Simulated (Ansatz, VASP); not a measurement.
MgS in VASP and in Ansatz

Contents of INCAR:

```
SYSTEM = MgS
PREC     = Accurate       ! precision mode
ENCUT    = 520            ! plane-wave cutoff, eV
EDIFF    = 1E-7           ! SCF threshold, eV
ISMEAR   = -1             ! smearing method
SIGMA    = 0.02           ! smearing width, eV
LREAL    = .FALSE.        ! projectors in reciprocal space
LASPH    = .TRUE.         ! aspherical terms in the spheres
NELM     = 80             ! most SCF steps
ALGO     = Normal         ! electronic algorithm
ISIF     = 2              ! what is computed and relaxed
LWAVE    = .FALSE.        ! write WAVECAR
LCHARG   = .TRUE.         ! write CHGCAR
GGA      = PE             ! functional
LELF     = .TRUE.         ! ELF
LVHAR    = .TRUE.       
NBANDS   = 11             ! bands
```

KPOINTS

```
Automatic mesh
0
G
  8 8 8
  0 0 0
```

POSCAR

```
MgS
1.0
    0.0000000000      2.8874943781      2.7484686699
    2.8874943781      0.0000000000      2.7484686699
    2.8874943781      2.8874943781      0.0000000000
Mg S
1 1
Direct
    0.0000000000      0.0000000000      0.0000000000
    0.2500000000      0.2500000000      0.2500000000
```

Input for Ansatz:

```yaml
crystal:
  lattice:
    - [0.0, 2.8874943781, 2.7484686699]
    - [2.8874943781, 0.0, 2.7484686699]
    - [2.8874943781, 2.8874943781, 0.0]
  atoms:
    - { symbol: Mg, position: [0.0, 0.0, 0.0] }
    - { symbol: S, position: [0.25, 0.25, 0.25] }
kpoints:
  mp_grid: { grid: [8, 8, 8] }
  band_path:
    path:
      - [0.0, 0.0, 0.0]
      - [-0.5, -0.5, 0.0]
      - [-0.375, -0.375, 0.25]
      - [-0.375, 0.0, 0.375]
      - [0.0, 0.0, 0.5]
      - [-0.5, -0.25, 0.25]
    npoints: 1
hamiltonian:
  xc: pbe
scf:
  occupations: { method: fermi_dirac, width: 0.02 }
  n_extra_bands: 4
output:
  forces: true
  stress: true
  eigenvalues: true
  write_density: true
  write_potential: true
  elf: true
  volumetric_format: npy
```

Change from the starting cell: epitaxial_xy strain +2.0%.

Alike in both runs: task single point; functional PBE; k mesh 8 × 8 × 8; occupations fermi-dirac, width 0.02 eV; no spin polarisation.

|  | VASP | Ansatz |
| --- | --- | --- |
| version | VASP 6.6.1 | Ansatz 0.2.0 |
| potentials or method | VASP PAW PBE potentials, release 64 (Mg, S) | plane waves, PAW |
| plane-wave cutoff (eV) | 520 | 420 |
| valence electrons in the cell | 8 | 16 |

VASP gave:

* gap on the k mesh at the Fermi level (eV): 3.32
* pressure (GPa): 0.3
* largest component of the traceless stress (GPa): 0.60

**Question.** Estimate Ansatz's values.

**Answer.** gap on the k mesh at the Fermi level (eV): 3.33; pressure (GPa): 0.4; largest component of the traceless stress (GPa): 0.59.

The functional is the same, so the differences come from potentials, cutoffs and numerics. The two sets of potentials don't hold the same shells in valence.

A k mesh can miss the band edges.
